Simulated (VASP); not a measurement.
Write the native input for VASP 6.6.1 that does the following.

* Task: single point
* Functional: PBE
* Potentials or basis: VASP PAW PBE potentials, release 64 (Pb_d, Te)
* Cutoff: 520 eV
* k mesh: 3 × 3 × 3
* Occupations: fermi-dirac, width 0.04 eV
* Spin: no spin polarisation
* Dipole correction: no
* Further INCAR settings: ALGO = Fast; EDIFF = 1e-06; NBANDS = 17

The structure of TePb lies in POSCAR:

```
TePb
1.0
    0.0000000000      3.2310000000      3.2310000000
    3.2310000000      0.0000000000      3.2310000000
    3.2310000000      3.2310000000      0.0000000000
Pb Te
1 1
Direct
    0.0000000000      0.0000000000      0.0000000000
    0.5000000000      0.5000000000      0.5000000000
```

The input as run:

INCAR

```
SYSTEM = TePb
ALGO = Fast ; EDIFF = 1E-6
ENCUT = 520 ; GGA = PE
ISIF = 2 ; ISMEAR = -1
LASPH = .True. ; LCHARG = .True.
LELF = .True. ; LREAL = .False.
LVHAR = .True. ; LWAVE = .False.
NBANDS = 17 ; NELM = 100
PREC = Accurate ; SIGMA = 0.04
```

KPOINTS

```
k-points
0
Gamma
  3 3 3
  0 0 0
```

Potentials or basis: VASP PAW PBE potentials, release 64 (Pb_d, Te).

The run is started by

```sh
$ cat potpaw_PBE.64/Pb_d/POTCAR potpaw_PBE.64/Te/POTCAR > POTCAR
$ mpirun -np 1 vasp_std > vasp.out
```

Results of the run:

```json
{
 "Pressure": "2.1 GPa"
}
```

Caveat: the k mesh is coarse (spacing up to 0.56 Å⁻¹), so the values aren't converged.

Wall time 5.6 s on 1 thread of Intel(R) Xeon(R) 6975P-C (Granite Rapids) (shared host), peak memory 0.19 GiB.
